## What happens

A density functional is the recipe for the exchange and correlation energy of the electrons, and the band gap of a semiconductor depends on which recipe is chosen. For layered PtS₂ the effect can be seen apart from any change of structure, because every row below uses the same atoms in the same places. The column "gap on path" is the energy between the highest filled and the lowest empty level found along a set of lines through the Brillouin zone; the gap of the whole zone can be slightly smaller. Four functionals are still open: PBE, RPBE, SCAN and LAK. The task is to forecast their gaps from the other eight.

Kohn-Sham DFT band gaps of PtS₂ (P-3m1, 3 atoms) from VASP 6.6.1, at one fixed geometry and without spin polarisation, spin-orbit coupling or a dispersion correction. All runs use a 520 eV plane-wave cutoff, a 9×9×5 k mesh for the density and a smearing width of 0.05 eV. The band path is Γ–M–K–Γ–A–L–H–A, L–M and K–H.

```csv
functional,potentials,gap on path (eV)
LDA,"VASP PAW LDA potentials, recommended",0.918
PBE,"VASP PAW PBE potentials, recommended",?
revPBE,"VASP PAW PBE potentials, recommended",1.058
RPBE,"VASP PAW PBE potentials, recommended",?
BLYP,"VASP PAW PBE potentials, recommended",1.065
AM05,"VASP PAW PBE potentials, recommended",0.995
LAK,"VASP PAW PBE potentials, recommended",?
PW91,"VASP PAW PBE potentials, recommended",1.038
SCAN,"VASP PAW PBE potentials, recommended",?
TB-mBJ,"VASP PAW PBE potentials, recommended",1.508
rSCAN,"VASP PAW PBE potentials, recommended",1.165
revTPSS,"VASP PAW PBE potentials, recommended",1.061
```

LDA, which uses only the local density, gives the smallest known gap. The four known GGAs, which also use the density gradient, lie somewhat higher and close together. The meta-GGA rSCAN, which adds the kinetic-energy density of the orbitals, is higher again, and the TB-mBJ potential is at the top. The exception is revTPSS: it is a meta-GGA too, yet at 1.061 eV it is level with the GGA revPBE.

Two differences between the runs deserve mention. LDA has its own PAW potentials, so every step from LDA to another functional includes that change too. The runs for LDA and for every GGA except revPBE list Gaussian smearing rather than Fermi-Dirac occupations; with gaps this much wider than the smearing, the difference is negligible.

## Why the functional moves the gap

Each platinum atom sits among six sulfur atoms. In the usual ligand-field picture, the highest filled states are sulfur p and non-bonding platinum d states, while the lowest empty ones are antibonding combinations of platinum d and sulfur p. The two sets occupy different regions of space. A functional that changes the potential more in one region than in another therefore shifts them by different amounts, and the gap changes.

The numbers support this picture of an uneven shift. From LDA to BLYP the gap on the path grows by 0.147 eV, but the gap at Γ, the centre of the zone, grows by only 0.026 eV. The empty bands do not simply move up as a block. How much a state moves depends on the shape of its orbital, and that shape changes across the zone.

A GGA makes exchange stronger where the density varies quickly, so two GGAs with similar gradient dependence should give similar gaps. A meta-GGA has a further handle. If its energy rises with the kinetic-energy density, orbitals that vary steeply in space are pushed up, and antibonding states, with their extra nodes, tend to be pushed up most. Theory adds that such an orbital-dependent operator can bring into the gap part of the derivative discontinuity, a contribution that the band gap of an LDA or GGA leaves out.

On this view, what counts is how strongly, and in which direction, the energy responds to the kinetic-energy density, not merely whether that density appears in the formula. revTPSS would then lie below rSCAN because its response is weaker; that is expected, not measured here.

## How large: four forecasts

The model is simple: start from the nearest relative and correct for a known difference. For a GGA that difference is taken from the factor $F(s)$ that multiplies the LDA exchange. Here $s$ is the reduced gradient, a dimensionless measure of how fast the density varies; $s=1$ is taken as typical of valence electrons.

RPBE shows the steps. Its relative is revPBE, which has the same correlation and a slightly different $F$. From the formulas of the two functionals,

$$F_{\mathrm{revPBE}}-1=\frac{0.2195}{1+0.2195/1.245}=0.1866,$$

$$F_{\mathrm{RPBE}}-1=0.804\left(1-e^{-0.2195/0.804}\right)=0.1921.$$

Going from LDA to revPBE widens the gap by 0.140 eV, which is $0.140/0.1866=0.75$ eV per unit of $F$. The difference between the two functionals is then worth $0.75\times(0.1921-0.1866)=0.004$ eV. Added to the revPBE gap of 1.058 eV, this gives 1.062 eV. The revPBE row set the scale; the RPBE row played no part in it.

PBE follows in the same way from PW91, whose exchange and correlation are very similar, with a correction of −0.002 eV. SCAN is given the value of rSCAN, a version of it with smoothed switching functions. LAK has no such twin. It was built with band gaps as well as bonding in mind and is expected to respond more strongly to the kinetic-energy density than SCAN does, so it is placed midway between rSCAN and TB-mBJ, with an error bar that spans the whole interval.

- PBE: 1.036 ± 0.020 eV
- RPBE: 1.062 ± 0.020 eV
- SCAN: 1.165 ± 0.040 eV
- LAK: 1.34 ± 0.17 eV

The bars are judgements, not statistics. The expected order is PBE, RPBE, SCAN, LAK, with the first two separated by little more than one error bar.

The withheld rows as computed:

```csv
functional,potentials,gap on path (eV)
PBE,"VASP PAW PBE potentials, recommended",1.021
RPBE,"VASP PAW PBE potentials, recommended",1.071
LAK,"VASP PAW PBE potentials, recommended",1.363
SCAN,"VASP PAW PBE potentials, recommended",1.258
```

## Hits and a miss

The order is right, and three of the four values fall within their bars. PBE comes out 0.015 eV below its forecast and RPBE 0.009 eV above. Both misses are smaller than the largest difference in the known rows, 0.025 eV, between the gap found on the path and the one found on a regular mesh of points.

The exchange scale itself does less well. PBE and revPBE differ in a single constant of the exchange formula, for which the scale allows 0.011 eV; the computed gaps differ by 0.037 eV. The two forecasts succeeded mainly because each relative was close. The step from LDA, which also changes the correlation and the PAW potentials, is a rough source for such a scale, and the single value $s=1$ leaves out steeper regions, where the two functionals differ more.

LAK, at 1.363 eV, lies close to the middle of its interval. That is a weaker success than it looks, because the interval holds every value between rSCAN and TB-mBJ. What the result does support is the qualitative argument: the functional expected to respond most strongly to the kinetic-energy density gives the largest gap of the four meta-GGAs.

SCAN is a clear miss. Its gap of 1.258 eV is 0.093 eV above the forecast, more than twice the error bar. Measured from PW91, SCAN widens the gap by $1.258-1.038=0.220$ eV and rSCAN by only 0.127 eV. The supposed twins are far apart in this property.

A plausible reason, not tested here, lies in what the smoothing changes. SCAN switches between different kinds of bonding with a function that is flat at one point and steep on either side of it; rSCAN replaces most of this curve with a smooth polynomial. Two such curves can stay close in height, and so give similar energy differences between structures, while their slopes differ. The orbital energies feel the slope. This could explain why the twins disagree, but not why SCAN has the larger gap; that would require knowing which parts of the curve the electrons of PtS₂ sample.

A cruder model puts the miss in perspective. It was fitted to the six known GGA and meta-GGA rows and gives each of the two classes a single mean gap. For PBE it does almost as well as the nearest relative, but it places SCAN 0.145 eV too low and LAK 0.25 eV too low. Class membership is a fair guide among the GGAs and a poor one among the meta-GGAs. The printed output below gives the details.

## What to do about it

For this crystal, the choice among the GGAs tested here hardly matters to the gap. The six of them run from 0.995 eV for AM05 to 1.071 eV for RPBE, a spread of 0.076 eV. This holds at fixed geometry only. If the crystal is relaxed, each functional gives its own structure, and a GGA without a dispersion correction describes the attraction between the layers poorly.

"A meta-GGA gap", by contrast, is not a sufficient description. From revTPSS to LAK the values span $1.363-1.061=0.302$ eV, four times the spread of the GGAs. The functional should be named exactly, and rSCAN should not stand in for SCAN when gaps are compared, even if it has served well for energies. TB-mBJ goes higher still, but it is a potential without an energy functional behind it, so structures and forces must come from another method.

LDA and GGA gaps usually fall below measured ones, but a larger gap in this table is not necessarily a better one, as the table holds no measured value to judge by. Spin-orbit coupling was left out although platinum is heavy, and its effect on these gaps is untested here. The common structure is also not the equilibrium structure of each functional: in six of the seven runs that list forces, the sulfur atoms feel more than one eV/Å, so the gaps at relaxed structures would differ. A gap meant for comparison with experiment therefore needs a settled structure and a test of spin-orbit coupling as well as a carefully chosen functional.

Numerical output:

```
fit of g on 6 rows (~has(functional, 'LDA') & ~has(functional, 'mBJ')): constant 1.039 +/- 0.023, coefficient of meta 0.074 +/- 0.04; rms 0.0374, worst revTPSS 0.052, leave-one-out rms 0.067
  rows outside the fit (model, value, miss): LDA 1.039, 0.918, 0.121; PBE 1.039, 1.021, 0.018; RPBE 1.039, 1.071, -0.032; LAK 1.113, 1.363, -0.25; SCAN 1.113, 1.258, -0.145; TB-mBJ 1.039, 1.508, -0.469
PBE forecast, error bar 0.020, in eV: 1.036
PBE computed gap in eV: 1.021
PBE miss, forecast less computed, in eV: 0.01507
RPBE forecast, error bar 0.020, in eV: 1.062
RPBE computed gap in eV: 1.071
RPBE miss, forecast less computed, in eV: -0.008884
SCAN forecast, error bar 0.040, in eV: 1.165
SCAN computed gap in eV: 1.258
SCAN miss, forecast less computed, in eV: -0.093
LAK forecast, midpoint of rSCAN and TB-mBJ, in eV: 1.337
LAK error bar, half the bracket, in eV: 0.1715
LAK computed gap in eV: 1.363
LAK miss, forecast less computed, in eV: -0.0265
exchange correction from PW91 to PBE in eV: -0.001934
exchange correction from revPBE to RPBE in eV: 0.004116
gap gain from LDA to PW91 in eV: 0.12
gap gain from LDA to revPBE in eV: 0.14
gap gain from PW91 to rSCAN in eV: 0.127
gap gain from PW91 to revTPSS in eV: 0.023
gap gain from PW91 to TB-mBJ in eV: 0.47
largest difference between path gap and mesh gap, known rows, in eV: 0.0249
growth of the gap at Gamma from LDA to BLYP in eV: 0.026
growth of the path gap from LDA to BLYP in eV: 0.147
```
